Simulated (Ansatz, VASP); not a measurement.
## Two plane-wave programs on GaSb

```
Ga Sb
1.0
     0.00000    3.10916    3.10916
     3.10916    0.00000    3.10916
     3.10916    3.10916    0.00000
Ga Sb
1 1
Cartesian
  0.0000 0.0000 0.0000
  4.6637 4.6637 4.6637
```

Alike in both runs: task single point; functional PBEsol; k mesh 6 × 6 × 6; occupations gaussian, width 0.05 eV; non-collinear spin, spin-orbit coupling.

|  | VASP | Ansatz |
| --- | --- | --- |
| version | VASP 6.6.1 | Ansatz 0.2.0 |
| potentials or method | VASP PAW PBE potentials, release 64 (Ga_d, Sb) | plane waves, PAW |
| plane-wave cutoff (eV) | 520 | 420 |
| valence electrons in the cell | 18 | 28 |

VASP gave:

| Property | Result |
| --- | --- |
| gap on the k mesh at the Fermi level (eV) | none |
| pressure (GPa) | -2.1 |
| net moment per atom (μB) | 0.00 |

Q: Estimate Ansatz's values.

A: gap on the k mesh at the Fermi level (eV): none; pressure (GPa): -2.2; net moment per atom (μB): 0.00.

A gap of «none» marks a metal or a gap that the smearing closes. The two sets of potentials don't hold the same shells in valence.

Caveats: the PAW data sets were made with another functional, which shifts forces and pressure a little (VASP).
